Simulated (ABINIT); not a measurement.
Input of an ABINIT 10.8.3 (patched build) run:

The input run.abi:

```
# Datasets: one volume each
ndtset 7
getwfk -1
scalecart1 3*0.9795861087
scalecart2 3*0.9864848297
scalecart3 3*0.9932883884
scalecart4 3*1.0000000000
scalecart5 3*1.0066227096
scalecart6 3*1.0131594038
scalecart7 3*1.0196128224

# Pseudopotentials
pp_dirpath "./"
pseudos "31_Ga_13_1.9_2.4_pbe_n_v1.0.psp8, 15_P_5_1.8_1.9_pbe_n_v1.0.psp8"

# Structure
acell 3*1.0
rprim
     0.0000000000     5.1499761211     5.1499761211
     5.1499761211     0.0000000000     5.1499761211
     5.1499761211     5.1499761211     0.0000000000
ntypat 2
znucl 31 15
natom 2
typat 1 2
xred
     0.0000000000     0.0000000000     0.0000000000
     0.7500000000     0.7500000000     0.7500000000

# Plane-wave basis
ecut 952.398519 eV

# k points
kptopt 1
ngkpt 6 6 6
nshiftk 1
shiftk 0.0 0.0 0.0

# Exchange and correlation
ixc 11

# Bands and occupations
nband 13
occopt 3
tsmear 0.05 eV

# SCF cycle
nstep 100
tolvrs 1.0e-10

# Output
iomode 3
prtwf 1
prtden 0
prteig 0
prtebands 0
prtvol 2
```

Potentials or basis: SPMS NC PBE v1.0.

Command:

```sh
$ abinit run.abi > log 2>&1
```

(1) What does it give for the equilibrium volume?

(2) What does it give for the bulk modulus?

(3) Estimate the pressure derivative of the bulk modulus.

## Answers

(1) 20.92 Å³/atom.

(2) 77 GPa.

(3) 4.5.

Caveat: pressures at fixed basis lie under the slope of the energies.

**Experimental background.**

“Phosphorous dimerization in GaP at high pressure”, 2017, arxiv:1709.06667 reports, for a bulk crystal of GaP: bulk modulus 87.5 ± 0.6 GPa.

Measured bulk modulus of GaP: 87.5 GPa (“Phosphorous dimerization in GaP at high pressure”, 2017, arxiv:1709.06667). This calculation gives 77 GPa (-12.1 %). The fit is for a static lattice scaled at fixed shape and fixed fractional positions.
